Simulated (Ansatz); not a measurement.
## Convergence test, ScAl2

Computed with DFT r2SCAN, scalar-relativistic, plane waves, PAW (Ansatz 0.2.0).

```
Sc Al
1.0
    -0.03945    3.73053    3.74559
     3.76893   -0.05066    3.75680
     3.77099    3.74379   -0.05271
Sc Al
2 4
Cartesian
  3.6994 3.7525 3.8056
  5.6747 5.5071 5.5448
  0.9707 0.9024 0.8249
  0.8511 2.6781 2.8859
  2.7541 0.9536 2.7160
  3.0168 2.9195 1.1220
```

The plane-wave cutoff is 500 eV. The occupation rule is Gaussian smearing, 0.1 eV and the spin treatment is unpolarised.

The atoms stay fixed while the k-point mesh is varied. ΔE is the energy extrapolated to zero smearing, less that of the reference run (6×6×6). The cell was strained and its atoms displaced at random, so that forces don't vanish. The meshes are Γ-centred. Pressure is positive in compression.

Times are rough; the reference took 2.1 min on 1 thread of Intel(R) Xeon(R) Processor @ 2.50GHz (Skylake/Cascade Lake), with other jobs on the host, peak memory 0.74 GiB.

| mesh | ΔE (meV/atom) | P (GPa) | largest change of a force component (eV/Å) | irreducible points | wall time (s) |
| --- | --- | --- | --- | --- | --- |
| 1×1×1 | 285 | 2.23 | 1.012 | 1 | 18 |
| 2×2×2 | 68.3 | 2.82 | 0.344 | 8 | 19 |
| 4×4×4 | -14.6 | 2.00 | 0.026 | 36 | 43 |
| 6×6×6 | 0.00 | 1.91 | 0.000 | 112 | 120 |